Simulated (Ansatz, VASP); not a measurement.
# One calculation of HfC, two programs

```
Hf C
1.0
     0.00000    2.32500    2.32500
     2.32500    0.00000    2.32500
     2.32500    2.32500    0.00000
Hf C
1 1
Direct
  0.50000 0.50000 0.50000
  0.00000 0.00000 0.00000
```

Alike in both runs: task band structure; functional RPBE; k mesh 10 × 10 × 10; occupations fermi-dirac, width 0.05 eV; no spin polarisation.

```csv
,VASP,Ansatz
version,VASP 6.6.1,Ansatz 0.2.0
potentials or method,"VASP PAW PBE potentials, release 64 (Hf_pv, C)",Ansatz PAW
plane-wave cutoff (eV),520,420
valence electrons in the cell,14,30
```

VASP gave:

- gap on the k mesh at the Fermi level (eV): none
- pressure (GPa): 3.5

Problem. What did Ansatz give for the same quantities?

Solution. gap on the k mesh at the Fermi level (eV): none; pressure (GPa): 4.3.

A gap of «none» marks a metal or a gap that the smearing closes. The two sets of potentials don't hold the same shells in valence.

Caveats: spin-orbit coupling is left out, which moves the levels of the heavy elements; the PAW data sets were made with another functional, which shifts forces and pressure a little (VASP); the PAW data sets come from PBE, with cores solved anew for the run's functional, which leaves a small shift of forces and pressure (Ansatz).
